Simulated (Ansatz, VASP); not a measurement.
# Zn in VASP and in Ansatz

```xyz
1
Lattice="0.0000 1.9665 1.9665 1.9665 0.0000 1.9665 1.9665 1.9665 0.0000" Properties=species:S:1:pos:R:3 pbc="T T T"
Zn    0.0000    0.0000    0.0000
```

The cell was built by a generator and needn't be a form met in nature.

Alike in both runs: task relaxation of cell and atoms; functional revPBE; k mesh 14 × 14 × 14; occupations fermi-dirac, width 0.1 eV; no spin polarisation.

|  | VASP | Ansatz |
| --- | --- | --- |
| version | VASP 6.6.1 | Ansatz 0.2.0 |
| potentials or method | VASP PAW PBE potentials, release 64 (Zn) | plane waves (420 eV) with PAW, scalar-relativistic |
| plane-wave cutoff (eV) | 600 | 420 |
| valence electrons in the cell | 12 | 12 |

Ansatz gave:

```
relaxed volume (Å³/atom)                                     : 15.69
relaxed cell length with the largest relative difference (Å) : 2.810
energy change over the relaxation (meV/atom)                 : -3
```

**Question.** Which values does VASP return?

**Answer.** Relaxed volume (Å³/atom): 15.74; relaxed cell length with the largest relative difference (Å): 2.813; energy change over the relaxation (meV/atom): -4.

Caveats: the PAW data sets were made with another functional, which shifts forces and pressure a little (VASP).
